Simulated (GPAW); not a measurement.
Crystal: In.

```xyz
1
Lattice="-1.6255 1.6255 2.4737 1.6255 -1.6255 2.4737 1.6255 1.6255 -2.4737" Properties=species:S:1:pos:R:3 pbc="T T T"
In    0.0000    0.0000    0.0000
```

Base run:

```yaml
Program: GPAW 26.7.0
Functional: LDA
Potentials_or_basis: PAW data sets generated in the run's folder for this functional
Cutoff: 600 eV
Basis: pw
k_mesh: 11 × 11 × 11
Occupations: fermi-dirac, width 0.05 eV
Spin: no spin polarisation
```

Its results: band gap on the k mesh none (metal or under the smearing width); pressure -2.8 GPa.

**Question.** The run is repeated on the same cell with these changes: functional from LDA to BLYP; cutoff from 600 eV to 500 eV; k mesh from 11 × 11 × 11 to 9 × 9 × 9. What comes out?

**Answer.** Band gap on the k mesh none (metal or under the smearing width); pressure 5.2 GPa.

Several settings changed at once, so the effect can't be laid on one alone.

Caveats: the cutoff is short for stress and forces, so pressures can be off by a GPa or more (some runs).
